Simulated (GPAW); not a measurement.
# Ge (P6_3mc) in GPAW: further runs

Runs on Ge. Level: PBEsol. Tasks: relaxation of cell and atoms.

Program: GPAW 26.7.0. These are calculated values, not measurements. Logs are shortened: lines on timing, memory, paths and dates and some standing lists are left out, and cuts for length are marked. The log counts tension as positive stress, the text compression.

**1. The crystal as given**

It takes space group P6_3mc (No. 186, hexagonal). Conventional cell: a = 4.050 Å, b = 4.050 Å, c = 10.993 Å, α = 90.00°, β = 90.00°, γ = 120.00°. Around Ge (site symmetry 3m) lie 3 Ge at 2.44 Å. Ge (site symmetry 3m) is surrounded by 3 Ge at 2.44 Å.

This isn't the form of Ge at room conditions, which is diamond.

**2. Relaxation of cell and atoms, PBEsol**

Input file run.py:

```python
from ase import Atoms
from ase.filters import FrechetCellFilter
from ase.io import write
from ase.optimize import BFGS
from gpaw import GPAW, PW, setup_paths

setup_paths.insert(0, '.')

atoms = Atoms(['Ge', 'Ge', 'Ge', 'Ge'],
              cell=[[4.0504045371, 0.0, 0.0],
                    [-2.0252022685, 3.5077532247, 0.0],
                    [0.0, 0.0, 10.993359]],
              scaled_positions=[[0.6666666667, 0.3333333333, 0.414848],
                                [0.3333333333, 0.6666666667, 0.914848],
                                [0.0, 0.0, 0.477452],
                                [0.0, 0.0, 0.977452]],
              pbc=True)

calc = GPAW(mode=PW(600),
            xc='PBEsol',
            kpts={'size': (6, 6, 2), 'gamma': True},
            occupations={'name': 'fermi-dirac', 'width': 0.05},
            nbands=18,
            convergence={'density': 1e-05, 'forces': 0.0001},
            maxiter=150,
            txt='gpaw.txt')
atoms.calc = calc
opt = BFGS(FrechetCellFilter(atoms), trajectory='relax.traj', logfile='-')
done = opt.run(fmax=0.02, steps=60)
calc.write('gs.gpw')
write('result.traj', atoms)
print('Converged:', done)
print('Cell:', atoms.cell.cellpar().round(4))
print('Volume:', round(atoms.get_volume(), 4))
print(atoms.get_scaled_positions().round(5))
```

Potentials or basis: PAW data sets generated in the run's folder for this functional, pw.

On the command line:

```
$ gpaw-setup -f PBEsol Ge
$ OMP_NUM_THREADS=1 python run.py
```

gpaw.txt:

```text
__  _  _
 | _ |_)|_||  |
 |__||  | ||/\| - 26.7.0

Input parameters:
  mode=PW(ecut=600.0),
  convergence={'density': 1e-05, 'forces': 0.0001},
  kpts=MonkhorstPack(size=(6, 6, 2), gamma=True),
  maxiter=150,
  nbands=18,
  occupations=Occupations(name='fermi-dirac', width=0.05),
  xc=XC(name='PBEsol')

Diagonalizing LCAO Hamiltonian
Converting LCAO to pw mode

       GeGe

       Ge    Ge

Atoms  # Å, Bohr magnetons
|   | symbol |         x |        y |         z |    initial magnetic moments |
|---|--------|-----------|----------|-----------|-----------------------------|
| 0 |     Ge |  2.025202 | 1.169251 |  4.560573 | ( 0.0000,  0.0000,  0.0000) |
| 1 |     Ge | -0.000000 | 2.338502 | 10.057252 | ( 0.0000,  0.0000,  0.0000) |
| 2 |     Ge |  0.000000 | 0.000000 |  5.248801 | ( 0.0000,  0.0000,  0.0000) |
| 3 |     Ge |  0.000000 | 0.000000 | 10.745481 | ( 0.0000,  0.0000,  0.0000) |

Unit cell  # Å
| periodic |         x |        y |         z |   lengths |     angles |
|----------|-----------|----------|-----------|-----------|------------|
|      yes |  4.050405 | 0.000000 |  0.000000 |  4.050405 |  90.000000 |
|      yes | -2.025202 | 3.507753 |  0.000000 |  4.050405 |  90.000000 |
|      yes |  0.000000 | 0.000000 | 10.993359 | 10.993359 | 120.000000 |
[... 2964 lines left out ...]
No gap
No difference between direct/indirect transitions

Stress tensor  # eV/Ang^3
|         x |         y |         z |
|-----------|-----------|-----------|
|  0.002972 | -0.000000 |  0.000000 |
| -0.000000 |  0.002972 | -0.000000 |
|  0.000000 | -0.000000 |  0.023388 |

Forces  # eV/Ang
|       x |        y |        z |
|---------|----------|----------|
| 0.00000 |  0.00000 |  0.34397 |  # Ge   0
| 0.00000 |  0.00000 |  0.34398 |  # Ge   1
| 0.00000 | -0.00000 | -0.34399 |  # Ge   2
| 0.00000 | -0.00000 | -0.34396 |  # Ge   3

Interpolating wave functions to new cell

       GeGe

       Ge
             Ge

Atoms  # Å, Bohr magnetons
|   | symbol |         x |        y |        z |    initial magnetic moments |
|---|--------|-----------|----------|----------|-----------------------------|
| 0 |     Ge |  1.976946 | 1.141390 | 3.259536 | ( 0.0000,  0.0000,  0.0000) |
| 1 |     Ge | -0.000000 | 2.282780 | 7.405449 | ( 0.0000,  0.0000,  0.0000) |
| 2 |     Ge | -0.000000 | 0.000000 | 4.139007 | ( 0.0000,  0.0000,  0.0000) |
| 3 |     Ge |  0.000000 | 0.000000 | 8.284924 | ( 0.0000,  0.0000,  0.0000) |
[... 395 lines left out ...]
No gap
No difference between direct/indirect transitions

Stress tensor  # eV/Ang^3
|         x |         y |         z |
|-----------|-----------|-----------|
|  0.001043 | -0.000000 |  0.000000 |
| -0.000000 |  0.001043 | -0.000000 |
|  0.000000 | -0.000000 |  0.029203 |

Forces  # eV/Ang
|       x |        y |        z |
|---------|----------|----------|
| 0.00000 |  0.00000 |  0.10073 |  # Ge   0
| 0.00000 |  0.00000 |  0.10073 |  # Ge   1
| 0.00000 | -0.00000 | -0.10075 |  # Ge   2
| 0.00000 |  0.00000 | -0.10072 |  # Ge   3

Interpolating wave functions to new cell

       GeGe

       Ge    Ge

Atoms  # Å, Bohr magnetons
|   | symbol |         x |        y |        z |    initial magnetic moments |
|---|--------|-----------|----------|----------|-----------------------------|
| 0 |     Ge |  1.979343 | 1.142774 | 2.904289 | ( 0.0000,  0.0000,  0.0000) |
| 1 |     Ge | -0.000000 | 2.285549 | 6.655681 | ( 0.0000,  0.0000,  0.0000) |
| 2 |     Ge | -0.000000 | 0.000000 | 3.790147 | ( 0.0000,  0.0000,  0.0000) |
| 3 |     Ge |  0.000000 | 0.000000 | 7.541545 | ( 0.0000,  0.0000,  0.0000) |
[... 182 lines left out ...]
No gap
No difference between direct/indirect transitions

Stress tensor  # eV/Ang^3
|         x |         y |         z |
|-----------|-----------|-----------|
| -0.001432 |  0.000000 |  0.000000 |
|  0.000000 | -0.001432 | -0.000000 |
|  0.000000 | -0.000000 |  0.038095 |

Forces  # eV/Ang
|        x |       y |        z |
|----------|---------|----------|
|  0.00000 | 0.00000 | -0.04269 |  # Ge   0
| -0.00000 | 0.00000 | -0.04270 |  # Ge   1
| -0.00000 | 0.00000 |  0.04268 |  # Ge   2
| -0.00000 | 0.00000 |  0.04271 |  # Ge   3

Interpolating wave functions to new cell

       GeGe

       Ge
             Ge

Atoms  # Å, Bohr magnetons
|   | symbol |         x |        y |        z |    initial magnetic moments |
|---|--------|-----------|----------|----------|-----------------------------|
| 0 |     Ge |  1.982026 | 1.144323 | 2.737905 | ( 0.0000,  0.0000,  0.0000) |
| 1 |     Ge | -0.000000 | 2.288646 | 6.306346 | ( 0.0000,  0.0000,  0.0000) |
| 2 |     Ge | -0.000000 | 0.000000 | 3.630020 | ( 0.0000,  0.0000,  0.0000) |
| 3 |     Ge |  0.000000 | 0.000000 | 7.198468 | ( 0.0000,  0.0000,  0.0000) |
[... 788 lines left out ...]
Energy contributions:
  Kinetic:          38.753291
  Coulomb:         -34.882155
  Zero:             -0.014278
  External:          0.000000
  Xc:              -22.346496
  Entropy:          -0.019978
  Spinorbit:         0.000000
  ----------------------------
  Free energy:     -18.509616
  Extrapolated:    -18.499627

dipole moment: (-13.034504, -22.576409, 
[... cut ...]
0.000000 |
|  0.000000 | -0.000000 |  0.016247 |

Forces  # eV/Ang
|        x |        y |        z |
|----------|----------|----------|
|  0.00000 | -0.00000 | -0.27238 |  # Ge   0
| -0.00000 | -0.00000 | -0.27261 |  # Ge   1
| -0.00000 |  0.00000 |  0.27262 |  # Ge   2
|  0.00000 |  0.00000 |  0.27236 |  # Ge   3

Interpolating wave functions to new cell

       GeGe

       Ge
             Ge

Atoms  # Å, Bohr magnetons
|   | symbol |         x |        y |        z |    initial magnetic moments |
|---|--------|-----------|----------|----------|-----------------------------|
| 0 |     Ge |  2.000305 | 1.154877 | 2.143067 | ( 0.0000,  0.0000,  0.0000) |
| 1 |     Ge | -0.000000 | 2.309754 | 5.310486 | ( 0.0000,  0.0000,  0.0000) |
| 2 |     Ge | -0.000000 | 0.000000 | 3.509161 | ( 0.0000,  0.0000,  0.0000) |
| 3 |     Ge |  0.000000 | 0.000000 | 6.676564 | ( 0.0000,  0.0000,  0.0000) |
[... 204 lines left out ...]
       Ge
             Ge

Atoms  # Å, Bohr magnetons
|   | symbol |         x |        y |        z |    initial magnetic moments |
|---|--------|-----------|----------|----------|-----------------------------|
| 0 |     Ge |  2.001288 | 1.155444 | 2.024371 | ( 0.0000,  0.0000,  0.0000) |
| 1 |     Ge | -0.000000 | 2.310889 | 5.186399 | ( 0.0000,  0.0000,  0.0000) |
| 2 |     Ge | -0.000000 | 0.000000 | 3.618236 | ( 0.0000,  0.0000,  0.0000) |
| 3 |     Ge |  0.000000 | 0.000000 | 6.780238 | ( 0.0000,  0.0000,  0.0000) |

Unit cell  # Å
| periodic |         x |         y |         z |  lengths |     angles |
|----------|-----------|-----------|-----------|----------|------------|
|      yes |  4.002576 | -0.000000 | -0.000000 | 4.002576 |  90.000000 |
|      yes | -2.001288 |  3.466333 | -0.000000 | 4.002576 |  90.000000 |
|      yes | -0.000000 |  0.000000 |  6.323907 | 6.323907 | 120.000000 |

Number of symmetries: 6
Symmetry operations  # r_c * U_cc + t_c -> r_c
|   | kind |            matrix            |
|---|------|------------------------------|
| 0 |  σ   |  1, 1, 0,  0,-1, 0,  0, 0, 1 |
| 1 |  E   |  1, 0, 0,  0, 1, 0,  0, 0, 1 |
| 2 |  C3  |  0, 1, 0, -1,-1, 0,  0, 0, 1 |
| 3 |  σ   |  0,-1, 0, -1, 0, 0,  0, 0, 1 |
| 4 |  σ   | -1, 0, 0,  1, 1, 0,  0, 0, 1 |
| 5 |  C3  | -1,-1, 0,  1, 0, 0,  0, 0, 1 |

BZ-sampling:
  Number of BZ points: 72
  Number of IBZ points: 14
[... 1225 lines left out ...]
Stress tensor  # eV/Ang^3
|         x |         y |         z |
|-----------|-----------|-----------|
| -0.000448 |  0.000000 | -0.000000 |
|  0.000000 | -0.000448 |  0.000000 |
| -0.000000 |  0.000000 |  0.000009 |

Forces  # eV/Ang
|        x |        y |        z |
|----------|----------|----------|
|  0.00000 |  0.00000 |  0.00622 |  # Ge   0
| -0.00000 |  0.00000 |  0.00588 |  # Ge   1
|  0.00000 | -0.00000 | -0.00598 |  # Ge   2
| -0.00000 | -0.00000 | -0.00615 |  # Ge   3

# Writing to gs.gpw (mode='')
```

stdout:

```text
Step          Energy          fmax
BFGS:    0      -17.356883        0.448746
BFGS:    1      -17.363314        0.397831
BFGS:    2      -17.384524        0.082216
BFGS:    3      -17.384875        0.086617
BFGS:    4      -17.385794        0.098287
BFGS:    5      -17.387122        0.116775
[... 22 lines left out ...]
BFGS:   28      -19.074952        0.088135
BFGS:   29      -19.076364        0.008653
Converged: True
Cell: [  3.7897   3.7897   6.2177  90.      90.     120.    ]
Volume: 77.3351
[[0.66667 0.33333 0.32095]
 [0.33333 0.66667 0.82095]
 [0.      0.      0.57132]
 [0.      0.      0.07133]]
```

Wall time 10 min (1 thread of Arm Neoverse V1, shared host); peak memory 0.27 GiB.

Results:

```yaml
Free_energy: -19.0764 eV
Relaxed_volume: 19.33 Å³/atom
Relaxed_cell: a = 3.790 Å, b = 3.790 Å, c = 6.218 Å, α = 90.00°, β = 90.00°, γ = 120.00°
Space_group_after_relaxing_to_0.05_Å: P6_3/mmc (No. 194)
Energy_gained_by_relaxing: 430.3 meV/atom
Ionic_steps: 30
Pressure_after_relaxing: 0.0 GPa
Largest_force_after_relaxing: 0.006 eV/Å
Band_gap_on_the_k_mesh: none (metal or under the smearing width)
```

Forces on the atoms (eV/Å):
```
Ge   0.000  0.000  0.006
Ge   0.000  0.000  0.006
Ge   0.000  0.000 -0.006
Ge   0.000  0.000 -0.006
```

Step by step:
```tsv
step	energy change (eV)	largest force (eV/Å)	pressure (GPa)	volume (Å³)
1	0.0000	0.1212	-1.43	156.19
2	-0.0064	0.0988	-1.28	155.61
3	-0.0277	0.0637	-0.09	151.30
4	-0.0280	0.0514	-0.15	151.44
5	-0.0289	0.0214	-0.25	151.42
6	-0.0303	0.0219	-0.30	150.87
7	-0.0317	0.0608	-0.24	149.71
8	-0.0328	0.0778	-0.11	148.33
9	-0.0341	0.0793	0.05	146.82
10	-0.0368	0.0743	0.30	144.05
11	-0.0462	0.0530	0.92	136.09
12	-0.0591	0.0014	1.62	127.72
13	-0.1147	0.2522	-0.61	123.33
14	-0.1813	0.3440	-1.57	118.00
15	-0.3009	0.2225	-1.66	112.26
16	-0.4389	0.1008	-1.67	106.85
17	-0.5977	0.0427	-1.88	101.82
18	-0.8134	0.1535	-2.01	97.12
19	-1.0097	0.1557	-1.91	92.73
20	-1.1229	0.2200	-1.16	88.45
21	-1.1487	0.3313	-0.11	84.97
22	-1.1652	0.3213	-0.84	85.73
23	-1.2511	0.2726	-4.06	87.42
24	-1.3989	0.2564	-6.18	87.80
25	-1.4477	0.0111	-6.73	87.74
26	-1.4880	0.0095	-6.18	86.68
27	-1.6881	0.0636	0.77	77.14
28	-1.7118	0.0423	0.14	77.50
29	-1.7198	0.0485	-0.24	77.60
30	-1.7214	0.0062	0.05	77.34
```

Final structure:
```
Ge
1.0
     3.78974    0.00000    0.00000
    -1.89487    3.28201    0.00000
     0.00000    0.00000    6.21768
Ge
4
Direct
  0.66667 0.33333 0.32095
  0.33333 0.66667 0.82095
  0.00000 0.00000 0.57132
  0.00000 0.00000 0.07133
```

Caveat: later steps reuse the first step's grids; the volume moved by over 15 % at a fixed basis, so the end points are rough.

**3. Relaxation of cell and atoms, PBEsol, target pressure 2 GPa, at which the enthalpy is minimised**

Edit run.py of step 2 so:

```diff
@@ -4,2 +4,3 @@
 from ase.optimize import BFGS
+from ase.units import GPa
 from gpaw import GPAW, PW, setup_paths
@@ -27,3 +28,3 @@
 atoms.calc = calc
-opt = BFGS(FrechetCellFilter(atoms), trajectory='relax.traj', logfile='-')
+opt = BFGS(FrechetCellFilter(atoms, scalar_pressure=2 * GPa), trajectory='relax.traj', logfile='-')
 done = opt.run(fmax=0.02, steps=60)
```

Potentials or basis: PAW data sets generated in the run's folder for this functional, pw.

On the command line:

```
$ gpaw-setup -f PBEsol Ge
$ OMP_NUM_THREADS=1 python run.py
```

gpaw.txt:

```text
__  _  _
 | _ |_)|_||  |
 |__||  | ||/\| - 26.7.0

Input parameters:
  mode=PW(ecut=600.0),
  convergence={'density': 1e-05, 'forces': 0.0001},
  kpts=MonkhorstPack(size=(6, 6, 2), gamma=True),
  maxiter=150,
  nbands=18,
  occupations=Occupations(name='fermi-dirac', width=0.05),
  xc=XC(name='PBEsol')

Diagonalizing LCAO Hamiltonian
Converting LCAO to pw mode

       GeGe

       Ge    Ge

Atoms  # Å, Bohr magnetons
|   | symbol |         x |        y |         z |    initial magnetic moments |
|---|--------|-----------|----------|-----------|-----------------------------|
| 0 |     Ge |  2.025202 | 1.169251 |  4.560573 | ( 0.0000,  0.0000,  0.0000) |
| 1 |     Ge | -0.000000 | 2.338502 | 10.057252 | ( 0.0000,  0.0000,  0.0000) |
| 2 |     Ge |  0.000000 | 0.000000 |  5.248801 | ( 0.0000,  0.0000,  0.0000) |
| 3 |     Ge |  0.000000 | 0.000000 | 10.745481 | ( 0.0000,  0.0000,  0.0000) |

Unit cell  # Å
| periodic |         x |        y |         z |   lengths |     angles |
|----------|-----------|----------|-----------|-----------|------------|
|      yes |  4.050405 | 0.000000 |  0.000000 |  4.050405 |  90.000000 |
|      yes | -2.025202 | 3.507753 |  0.000000 |  4.050405 |  90.000000 |
|      yes |  0.000000 | 0.000000 | 10.993359 | 10.993359 | 120.000000 |

Number of symmetries: 6
Symmetry operations  # r_c * U_cc + t_c -> r_c
|   | kind |            matrix            |
|---|------|------------------------------|
| 0 |  σ   |  1, 1, 0,  0,-1, 0,  0, 0, 1 |
| 1 |  E   |  1, 0, 0,  0, 1, 0,  0, 0, 1 |
| 2 |  C3  |  0, 1, 0, -1,-1, 0,  0, 0, 1 |
| 3 |  σ   |  0,-1, 0, -1, 0, 0,  0, 0, 1 |
[... 4241 lines left out ...]

Atoms  # Å, Bohr magnetons
|   | symbol |         x |         y |        z |    initial magnetic moments |
|---|--------|-----------|-----------|----------|-----------------------------|
| 0 |     Ge |  1.895101 |  1.094137 | 2.204755 | ( 0.0000,  0.0000,  0.0000) |
| 1 |     Ge | -0.000000 |  2.188275 | 5.373202 | ( 0.0000,  0.0000,  0.0000) |
| 2 |     Ge |  0.000000 | -0.000000 | 3.449647 | ( 0.0000,  0.0000,  0.0000) |
| 3 |     Ge |  0.000000 | -0.000000 | 6.618091 | ( 0.0000,  0.0000,  0.0000) |
[... 162 lines left out ...]
| band index |      eig [eV] | occ [0-2] |
|------------|---------------|-----------|
|          0 |        -5.977 |     2.000 |
|          1 |        -3.292 |     2.000 |
|          2 |        -1.130 |     2.000 |
|          3 |         6.195 |     2.000 |
|          4 |         6.718 |     2.000 |
|          5 |         6.718 |     2.000 |
|          6 |         7.868 |     0.000 |
|          7 |         8.045 |     0.000 |
|          8 |         8.045 |     0.000 |
|          9 |         9.420 |     0.000 |
|         10 |        10.216 |     0.000 |
|         11 |        10.216 |     0.000 |
|         12 |        11.685 |     0.000 |
|         13 
[... cut ...]
.280 |     0.000 |

No gap
No difference between direct/indirect transitions

Stress tensor  # eV/Ang^3
|         x |         y |         z |
|-----------|-----------|-----------|
| -0.046517 |  0.000000 |  0.000000 |
|  0.000000 | -0.046517 | -0.000000 |
|  0.000000 | -0.000000 | -0.009512 |
[... 633 lines left out ...]
Stress tensor  # eV/Ang^3
|         x |         y |         z |
|-----------|-----------|-----------|
| -0.023061 |  0.000000 |  0.000000 |
|  0.000000 | -0.023061 | -0.000000 |
|  0.000000 | -0.000000 |  0.000991 |

Forces  # eV/Ang
|        x |       y |        z |
|----------|---------|----------|
| -0.00000 | 0.00000 |  0.00057 |  # Ge   0
|  0.00000 | 0.00000 |  0.00059 |  # Ge   1
| -0.00000 | 0.00000 | -0.00059 |  # Ge   2
|  0.00000 | 0.00000 | -0.00057 |  # Ge   3

Interpolating wave functions to new cell
[... 840 lines left out ...]
Forces  # eV/Ang
|        x |        y |        z |
|----------|----------|----------|
| -0.00000 | -0.00000 |  0.01381 |  # Ge   0
|  0.00000 |  0.00000 |  0.01386 |  # Ge   1
| -0.00000 |  0.00000 | -0.01391 |  # Ge   2
|  0.00000 |  0.00000 | -0.01375 |  # Ge   3

# Writing to gs.gpw (mode='')
```

stdout:

```text
Step          Energy          fmax
BFGS:    0      -15.407140        0.936182
BFGS:    1      -15.436985        0.828032
BFGS:    2      -15.551266        0.482442
BFGS:    3      -15.559145        0.501602
BFGS:    4      -15.580498        0.541853
BFGS:    5      -15.638145        0.651537
[... 22 lines left out ...]
BFGS:   28      -18.121503        0.034529
BFGS:   29      -18.121844        0.007815
Converged: True
Cell: [  3.7571   3.7571   6.1769  90.      90.     120.    ]
Volume: 75.5095
[[0.66667 0.33333 0.32078]
 [0.33333 0.66667 0.82078]
 [0.      0.      0.57152]
 [0.      0.      0.07152]]
```

Run time: 9.2 min. Hardware: 1 thread of Arm Neoverse V1, shared host; peak memory 0.29 GiB.

Results:

```
Free energy                                            : -19.0644 eV
Relaxed volume                                         : 18.88 Å³/atom
Relaxed cell                                           : a = 3.757 Å, b = 3.757 Å, c = 6.177 Å, α = 90.00°, β = 90.00°, γ = 120.00°
Space group after relaxing (to 0.05 Å)                 : P6_3/mmc (No. 194)
Energy change on relaxing (the enthalpy is what falls) : -427.5 meV/atom
Ionic steps                                            : 30
Pressure after relaxing                                : 2.0 GPa
Largest force after relaxing                           : 0.014 eV/Å
Band gap on the k mesh                                 : none (metal or under the smearing width)
```

Forces on the atoms (eV/Å):
```
Ge   0.000  0.000  0.014
Ge   0.000  0.000  0.014
Ge   0.000  0.000 -0.014
Ge   0.000  0.000 -0.014
```

Step by step:
| step | energy change (eV) | largest force (eV/Å) | pressure (GPa) | volume (Å³) |
| --- | --- | --- | --- | --- |
| 1 | 0.0000 | 0.1212 | -1.43 | 156.19 |
| 2 | -0.0125 | 0.0857 | -1.14 | 154.80 |
| 3 | 0.0217 | 0.2428 | 2.07 | 142.90 |
| 4 | 0.0030 | 0.1934 | 1.65 | 143.76 |
| 5 | -0.0207 | 0.0949 | 1.07 | 143.95 |
| 6 | -0.0446 | 0.1366 | 0.14 | 141.27 |
| 7 | -0.0519 | 0.3147 | -0.64 | 134.75 |
| 8 | -0.0771 | 0.3598 | -1.31 | 128.15 |
| 9 | -0.1319 | 0.4066 | -1.77 | 121.50 |
| 10 | -0.2205 | 0.3875 | -2.08 | 115.03 |
| 11 | -0.3489 | 0.2755 | -2.25 | 108.83 |
| 12 | -0.5064 | 0.0826 | -2.25 | 102.97 |
| 13 | -0.7200 | 0.0162 | -2.15 | 97.47 |
| 14 | -0.9341 | 0.0345 | -1.73 | 92.44 |
| 15 | -1.1017 | 0.1653 | -0.97 | 87.77 |
| 16 | -1.2088 | 0.5514 | 0.76 | 83.25 |
| 17 | -1.1786 | 0.6301 | 3.69 | 78.92 |
| 18 | -1.2233 | 0.6126 | 2.43 | 80.50 |
| 19 | -1.2361 | 0.6028 | 2.20 | 80.71 |
| 20 | -1.2977 | 0.5594 | 1.53 | 80.67 |
| 21 | -1.4312 | 0.7025 | 1.25 | 78.84 |
| 22 | -1.5598 | 0.4153 | 1.77 | 75.66 |
| 23 | -1.3934 | 0.5640 | 5.48 | 72.69 |
| 24 | -1.5763 | 0.2270 | 2.20 | 75.05 |
| 25 | -1.5803 | 0.1799 | 2.27 | 74.96 |
| 26 | -1.6012 | 0.0006 | 2.41 | 74.80 |
| 27 | -1.6465 | 0.0844 | 2.34 | 74.93 |
| 28 | -1.6965 | 0.0364 | 2.21 | 75.61 |
| 29 | -1.7092 | 0.0255 | 2.03 | 75.46 |
| 30 | -1.7101 | 0.0139 | 2.00 | 75.51 |

Final structure:
```yaml
crystal:
  lattice:
    - [3.75708, 0.00000, 0.00000]
    - [-1.87854, 3.25372, 0.00000]
    - [0.00000, 0.00000, 6.17690]
  atoms:
    - { symbol: Ge, position: [0.66667, 0.33333, 0.32078] }
    - { symbol: Ge, position: [0.33333, 0.66667, 0.82078] }
    - { symbol: Ge, position: [0.00000, 0.00000, 0.57152] }
    - { symbol: Ge, position: [0.00000, 0.00000, 0.07152] }
```

Caveat: later steps reuse the first step's grids; the volume moved by over 15 % at a fixed basis, so the end points are rough.
